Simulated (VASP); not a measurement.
# BN (F-43m) in VASP: notebook

Aim: see how the results for BN move with the level of theory and the settings. Levels: revPBE, BLYP, PW91. Tasks: band structure.

All numbers are computed with VASP 6.6.1; they aren't measurements. Logs are shortened: lines on timing, memory, paths and dates and some standing lists are left out, and cuts for length are marked.

**The experiment to reproduce.**

From a printed reference work, monograph, for a bulk crystal of BN at 300 K: band gap 6.4 eV (indirect).

How close the calculation comes is told below.

## 1. The crystal as given

The structure is cubic, space group F-43m (No. 216). Conventional cell: a = 3.626 Å, b = 3.626 Å, c = 3.626 Å, α = 90.00°, β = 90.00°, γ = 90.00°. N (site symmetry -43m) is surrounded by 4 B at 1.57 Å. B (site symmetry -43m) is surrounded by 4 N at 1.57 Å.

The cell is a database's computed one.

## 2. Band structure, revPBE

The input, INCAR:

```
PREC = Accurate
ENCUT = 520
EDIFF = 1E-6
ISMEAR = -1
SIGMA = 0.05
LREAL = False
LASPH = True
NELM = 100
ALGO = Normal
ISIF = 2
LWAVE = False
LCHARG = False
GGA = RE
```

The input, KPOINTS:

```
Automatic mesh
0
Gamma
  13 13 13
```

The input, POSCAR:

```
BN
1.0
    0.0000000000      1.8130010000      1.8130010000
    1.8130010000      0.0000000000      1.8130010000
    1.8130010000      1.8130010000      0.0000000000
N B
1 1
Direct
    0.2500000000      0.2500000000      0.2500000000
    0.0000000000      0.0000000000      0.0000000000
```

The input, KPOINTS_OPT:

```
path GXWKGLUWLK,UX
10
line-mode
reciprocal
 0.0000000000  0.0000000000  0.0000000000  G
 0.5000000000  0.0000000000  0.5000000000  X

 0.5000000000  0.0000000000  0.5000000000  X
 0.5000000000  0.2500000000  0.7500000000  W

 0.5000000000  0.2500000000  0.7500000000  W
 0.3750000000  0.3750000000  0.7500000000  K

 0.3750000000  0.3750000000  0.7500000000  K
 0.0000000000  0.0000000000  0.0000000000  G

 0.0000000000  0.0000000000  0.0000000000  G
 0.5000000000  0.5000000000  0.5000000000  L

 0.5000000000  0.5000000000  0.5000000000  L
 0.6250000000  0.2500000000  0.6250000000  U

 0.6250000000  0.2500000000  0.6250000000  U
 0.5000000000  0.2500000000  0.7500000000  W

 0.5000000000  0.2500000000  0.7500000000  W
 0.5000000000  0.5000000000  0.5000000000  L

 0.5000000000  0.5000000000  0.5000000000  L
 0.3750000000  0.3750000000  0.7500000000  K

 0.6250000000  0.2500000000  0.6250000000  U
 0.5000000000  0.0000000000  0.5000000000  X
```

Potentials or basis: VASP PAW PBE potentials, release 64 (N, B).

The run is started by

```sh
$ cat potpaw_PBE.64/N/POTCAR potpaw_PBE.64/B/POTCAR > POTCAR
$ mpirun -np 1 vasp_std > vasp.out
```

OUTCAR:

```text
PREC = Accurate
   ENCUT = 520
   EDIFF = 1E-6
   ISMEAR = -1
   LREAL = False
   LASPH = True
   NELM = 100
   ISIF = 2
   GGA = RE

 ion  position               nearest neighbor table
   1  0.250  0.250  0.250-   2 1.57   2 1.57   2 1.57   2 1.57
   2  0.000  0.000  0.000-   1 1.57   1 1.57   1 1.57   1 1.57

  LATTYP: Found a face centered cubic cell.
 ALAT       =     3.6260020000

  Lattice vectors:

 A1 = (   0.0000000000,   1.8130010000,   1.8130010000)
 A2 = (   1.8130010000,   0.0000000000,   1.8130010000)
 A3 = (   1.8130010000,   1.8130010000,   0.0000000000)

Analysis of symmetry for initial positions (statically):
=====================================================================
 Subroutine PRICEL returns:
 Original cell was already a primitive cell.

 Routine SETGRP: Setting up the symmetry group for a
 face centered cubic supercell.

 Subroutine GETGRP returns: Found 24 space group operations
 (whereof 24 operations were pure point group operations)
 out of a pool of 48 trial point group operations.

The static configuration has the point symmetry T_d .

Analysis of symmetry for dynamics (positions and initial velocities):
=====================================================================
 Subroutine PRICEL returns:
 Original cell was already a primitive cell.

 Routine SETGRP: Setting up the symmetry group for a
 face centered cubic supercell.

 Subroutine GETGRP returns: Found 24 space group operations
 (whereof 24 operations were pure point group operations)
 out of a pool of 48 trial point group operations.

The dynamic configuration has the point symmetry T_d .

 Subroutine INISYM returns: Found 24 space group operations
 (whereof 24 operations are pure point group operations),
 and found     1 'primitive' translations

----------------------------------------------------------------------------------------

                                     Primitive cell

  volume of cell :      11.9186

  direct lattice vectors                    reciprocal lattice vectors
     0.000000000  1.813001000  1.813001000    -0.275785838  0.275785838  0.275785838
     1.813001000  0.000000000  1.813001000     0.275785838 -0.275785838  0.275785838
     1.813001000  1.813001000  0.000000000     0.275785838  0.275785838 -0.275785838

  length of vectors
     2.563970603  2.563970603  2.563970603     0.477675083  0.477675083  0.477675083

  position of ions in fractional coordinates (direct lattice)
     0.250000000  0.250000000  0.250000000
     0.000000000  0.000000000  0.000000000

  ion indices of the primitive-cell ions
   primitive index   ion index
                 1           1
                 2           2

----------------------------------------------------------------------------------------

 KPOINTS: Automatic mesh

Automatic generation of k-mesh.
 Grid dimensions read from file:
 generate k-points for:   13   13   13

 Generating k-lattice:

  Cartesian coordinates                     Fractional coordinates (reciprocal lattice)
    -0.021214295  0.021214295  0.021214295     0.076923077  0.000000000  0.000000000
     0.021214295 -0.021214295  0.021214295     0.000000000  0.076923077  0.000000000
     0.021214295  0.021214295 -0.021214295     0.000000000  0.000000000  0.076923077

  Length of vectors
     0.036744237  0.036744237  0.036744237

  Shift w.r.t. Gamma in fractional coordinates (k-lattice)
     0.000000000  0.000000000  0.000000000

 Subroutine IBZKPT returns following result:
 ===========================================

 Found     84 irreducible k-points:

 Following reciprocal coordinates:
            Coordinates               Weight
  0.000000  0.000000  0.000000      1.000000
  0.076923  0.000000  0.000000      8.000000
  0.153846  0.000000  0.000000      8.000000
  0.230769  0.000000  0.000000      8.000000
  0.307692  0.000000  0.000000      8.000000
  0.384615  0.000000  0.000000      8.000000
[... 16 lines left out ...]
  0.384615  0.153846  0.000000     24.000000
  0.461538  0.153846  0.000000     24.000000
 [... further k-points ...]
   k-points           NKPTS =     84   k-points in BZ     NKDIM =     84   number of bands    NBANDS=      8
   number of dos      NEDOS =    301   number of ions     NIONS =      2
   total plane-waves  NPLWV =   8000
   dimension x,y,z NGX =    20 NGY =   20 NGZ =   20
   dimension x,y,z NGXF=    40 NGYF=   40 NGZF=   40
   ions per type =               1   1
   NGX,Y,Z   is equivalent  to a cutoff of  12.97, 12.97, 12.97 a.u.
   NGXF,Y,Z  is equivalent  to a cutoff of  25.94, 25.94, 25.94 a.u.
 SYSTEM =  unknown system
   PREC   = accura    normal or accurate (medium, high low for compatibility)
   ISTART =      0    job   : 0-new  1-cont  2-samecut
   ICHARG =      2    charge: 1-file 2-atom 10-const
   ISPIN  =      1    spin polarized calculation?
   LNONCOLLINEAR =      F non collinear calculations
   LSORBIT =      F    spin-orbit coupling
   LASPH  =      T    aspherical Exc in radial PAW
   ENCUT  =  520.0 eV  38.22 Ry    6.18 a.u.   4.77  4.77  4.77*2*pi/ulx,y,z
   NELM   =    100;   NELMIN=  2; NELMDL= -5     # of ELM steps
   EDIFF  = 0.1E-05   stopping-criterion for ELM
   LREAL  =      F    real-space projection
   EDIFFG = 0.1E-04   stopping-criterion for IOM
   NSW    =      0    number of steps for IOM
   IBRION =     -1    ionic relax: 0-MD 1-quasi-New 2-CG
   NFREE  =      0    steps in history (QN), initial steepest desc. (CG)
   ISIF   =      2    stress and relaxation
   ISYM   =      2    0-nonsym 1-usesym 2-fastsym
   POTIM  = 0.5000    time-step for ionic-motion
   TEBEG  =    0.0;   TEEND  =   0.0 temperature during run
   PSTRESS=    0.0 pullay stress
   NELECT =       8.0000    total number of electrons
   NUPDOWN=      -1.0000    fix difference up-down
   EMIN   =  10.00;   EMAX   =-10.00  energy-range for DOS
   EFERMI =   0.00;   METHOD = LEGACY
   ISMEAR =    -1;   SIGMA  =   0.05  broadening in eV -4-tet -1-fermi 0-gaus
   EFERMI_NEDOS =   21; number of points for ismear=-14 and -15
   IALGO  =     38    algorithm
   IMIX   =      4    mixing-type and parameters
     AMIX     =   0.40;   BMIX     =  1.00
     AMIX_MAG =   1.60;   BMIX_MAG =  1.00
  volume/ion in A,a.u.               =       5.96        40.22
  Fermi-wavevector in a.u.,A,eV,Ry     =   1.433387  2.708709 27.954506  2.054598
  Thomas-Fermi vector in A             =   2.552911
   LORBIT       =      0    0 simple, 1 ext, 2 COOP (PROOUT), +10 PAW based schemes
   GGA     = RE    functional components
   LHFCALC =     F    Hartree Fock is set to
   AEXX    =    0.0000 exact exchange contribution
   IVDW    =     0    specifies the selected vdW correction
   LEPSILON=     F    determine dielectric tensor
   LRPA    =     F    only Hartree local field effects (RPA)
 non-spin polarized calculation
  energy-cutoff  :      520.00
  volume of cell :       11.92
 maximum number of plane-waves:       331
   NGX =  9   NGY =  9   NGZ =  9

 number of electron       7.9999999 magnetization

 Free energy of the ion-electron system (eV)
  ---------------------------------------------------
  ext. energy  EPLUGINS =         0.00000000
  ---------------------------------------------------
  free energy    TOTEN  =       -16.77155715 eV

  energy without entropy =      -16.77155715  energy(sigma->0) =      -16.77155715

 E-fermi :   8.3733     XC(G=0): -12.7102

 val. band max:        7.3795801604   @ k =   0.0000   0.0000   0.0000
 cond. band min:      11.9210266066   @ k =   0.4615   0.4615   0.0000
 fundamental gap:      4.5414464462
 Fermi energy:         8.3733076206

 k-point     1 :       0.0000    0.0000    0.0000
  band No.  band energies     occupation
      1     -12.8014      2.00000
      2       7.3796      2.00000
      3       7.3796      2.00000
      4       7.3796      2.00000
      5      16.2013      0.00000
      6      16.2013      0.00000
      7      16.2013      0.00000
      8      17.5727      0.00000

 k-point     2 :       0.0769    0.0000    0.0000
  band No.  band energies     occupation
      1     -12.6584      2.00000
      2       6.5946      2.00000
      3       7.2261      2.00000
      4       7.2261      2.00000
      5      16.3709      0.00000
      6      16.4350      0.00000
      7      16.4350      0.00000
      8      18.0694      0.00000

 k-point     3 :       0.1538    0.0000    0.0000
  band No.  band energies     occupation
      1     -12.2340      2.00000
      2       4.7382      2.00000
      3       6.8419      2.00000
      4       6.8419      2.00000
      5      16.6302      0.00000
      6      16.9996      0.00000
      7      16.9996      0.00000
      8      19.2839      0.00000

 k-point     4 :       0.2308    0.0000    0.0000
  band No.  band energies     occupation
      1     -11.5447      2.00000
      2       2.4957      2.00000
      3       6.3768      2.00000
      4       6.3768      2.00000
      5      16.8833      0.00000
      6      17.5906      0.00000
      7      17.5906      0.00000
      8      20.5824      0.00000

 k-point     5 :       0.3077    0.0000    0.0000
  band No.  band energies     occupation
      1     -10.6316      2.00000
      2       0.2537      2.00000
      3       5.9527      2.00000
      4       5.9527      2.00000
      5      17.1160      0.00000
      6      17.9581      0.00000
      7      17.9581      0.00000
      8      21.6047      0.00000

 k-point     6 :       0.3846    0.0000    0.0000
  band No.  band energies     occupation
      1      -9.6026      2.00000
      2      -1.7216      2.00000
      3       5.6413      2.00000
      4       5.6413      2.00000
      5      17.2924      0.00000
      6      18.0746      0.00000
      7      18.0746      0.00000
      8      22.2634      0.00000

 k-point     7 :       0.4615    0.0000    0.0000
  band No.  band energies     occupation
      1      -8.7737      2.00000
      2      -3.0390      2.00000
      3       5.4784      2.00000
      4       5.4784      2.00000
      5      17.3858      0.00000
      6      18.0761      0.00000
      7      18.0761      0.00000
      8      22.5780      0.00000
[... 133 lines left out ...]
 k-point    20 :       0.1538    0.1538    0.0000
  band No.  band energies     occupation
      1     -12.0460      2.00000
      2       5.5649      2.00000
      3       5.8467      2.00000
      4       5.8467      2.00000
      5      15.2583      0.00000
      6      18.3661      0.00000
      7      18.3661      0.00000
      8      19.0608      0.00000

 k-point    21 :       0.2308    0.1538    0.0000
  band No.  band energies     occupation
      1     -11.5397      2.00000
      2       3.9069      2.00000
      3       5.2873      2.00000
      4       5.6671      2.00000
      5      15.1922      0.00000
      6      18.8978      0.00000
      7      19.2224      0.00000
      8      19.6742      0.00000

 k-point    22 :       0.3077    0.1538    0.0000
  band No.  band energies     occupation
      1     -10.7857      2.00000
      2       1.8717      2.00000
      3       4.8556      2.00000
      4       5.2506      2.00000
      5      15.5456      0.00000
      6      19.2540      0.00000
      7      19.8139      0.00000
      8      20.1591      0.00000

 k-point    23 :       0.3846    0.1538    0.0000
  band No.  band energies     occupation
      1      -9.8429      2.00000
      2      -0.1407      2.00000
      3       4.6111      2.00000
      4       4.6847      2.00000
      5      15.9420      0.00000
      6      19.4432      0.00000
      7      20.0076      0.00000
      8      20.8833      0.00000

 k-point    24 :       0.4615    0.1538    0.0000
  band No.  band energies     occupation
      1      -8.8690      2.00000
      2      -1.8328      2.00000
      3       4.1332      2.00000
      4       4.5777      2.00000
      5      16.2579      0.00000
      6      19.4174      0.00000
      7      19.8770      0.00000
      8      22.0117      0.00000

 [... further k-points ...]

------------------------ aborting loop because EDIFF is reached ----------------------------------------

  FORCE on cell =-STRESS in cart. coord.  units (eV):
  Direction    XX          YY          ZZ          XY          YZ          ZX
  --------------------------------------------------------------------------------------
  -------------------------------------------------------------------------------------
  Total        0.3162571      0.3162571      0.3162571     -0.0000000      0.0000000      0.0000000
  in kB       42.5134871     42.5134871     42.5134871     -0.0000000      0.0000000      0.0000000
  external PRESSURE =      42.5134871 kB  Pullay stress =       0.0000000 kB

 VOLUME and BASIS-vectors are now :
 -----------------------------------------------------------------------------
  energy-cutoff  :      520.00
  volume of cell :       11.92
      direct lattice vectors                 reciprocal lattice vectors
     0.000000000  1.813001000  1.813001000    -0.275785838  0.275785838  0.275785838
     1.813001000  0.000000000  1.813001000     0.275785838 -0.275785838  0.275785838
     1.813001000  1.813001000  0.000000000     0.275785838  0.275785838 -0.275785838

 POSITION                                       TOTAL-FORCE (eV/Angst)
 -----------------------------------------------------------------------------------
      0.90650      0.90650      0.90650         0.000000      0.000000      0.000000
      0.00000      0.00000      0.00000        -0.000000     -0.000000     -0.000000
 -----------------------------------------------------------------------------------
    total drift:                                0.000000      0.000000      0.000000

  FREE ENERGIE OF THE ION-ELECTRON SYSTEM (eV)
  ---------------------------------------------------
  free  energy   TOTEN  =       -16.7715571511 eV

  energy  without entropy=      -16.7715571511  energy(sigma->0) =      -16.77155715
```

It took 14 s on 1 thread of Intel Xeon Platinum 8259CL at 2.50GHz (Skylake/Cascade Lake), shared host; peak memory 0.12 GiB.

What came out:

| Quantity | Value |
| --- | --- |
| Free energy | -16.7716 eV |
| Pressure | 4.3 GPa |
| Band gap on the k mesh | 4.54 eV, indirect (least direct gap 8.82 eV) |
| Band gap along the path | 4.47 eV, indirect (least direct gap 8.82 eV) |

Levels at the corners of the path, in eV from the valence-band top:
```tsv
point	band 1	band 2	band 3	band 4	band 5	band 6	band 7	band 8
Γ	-20.18	0.00	0.00	0.00	8.82	8.82	8.82	10.19
X	-14.66	-8.88	-4.86	-4.86	4.47	9.19	17.87	17.87
X	-14.66	-8.88	-4.86	-4.86	4.47	9.19	17.87	17.87
W	-14.36	-7.58	-6.89	-6.44	9.59	13.24	14.53	14.53
W	-14.36	-7.58	-6.89	-6.44	9.59	13.24	14.53	14.53
K	-14.59	-8.10	-7.58	-4.04	6.90	12.82	15.78	16.61
K	-14.59	-8.10	-7.58	-4.04	6.90	12.82	15.78	16.61
Γ	-20.18	0.00	0.00	0.00	8.82	8.82	8.82	10.19
Γ	-20.18	0.00	0.00	0.00	8.82	8.82	8.82	10.19
L	-16.02	-10.62	-1.92	-1.92	10.02	10.69	10.69	15.24
L	-16.02	-10.62	-1.92	-1.92	10.02	10.69	10.69	15.24
U	-14.59	-8.10	-7.58	-4.04	6.90	12.82	15.78	16.61
U	-14.59	-8.10	-7.58	-4.04	6.90	12.82	15.78	16.61
W	-14.36	-7.58	-6.89	-6.44	9.59	13.24	14.53	14.53
W	-14.36	-7.58	-6.89	-6.44	9.59	13.24	14.53	14.53
L	-16.02	-10.62	-1.92	-1.92	10.02	10.69	10.69	15.24
L	-16.02	-10.62	-1.92	-1.92	10.02	10.69	10.69	15.24
K	-14.59	-8.10	-7.58	-4.04	6.90	12.82	15.78	16.61
U	-14.59	-8.10	-7.58	-4.04	6.90	12.82	15.78	16.61
X	-14.66	-8.88	-4.86	-4.86	4.47	9.19	17.87	17.87
```

Caveat: the PAW data sets were made with another functional, which shifts forces and pressure a little.

[end of part 1 of 3]
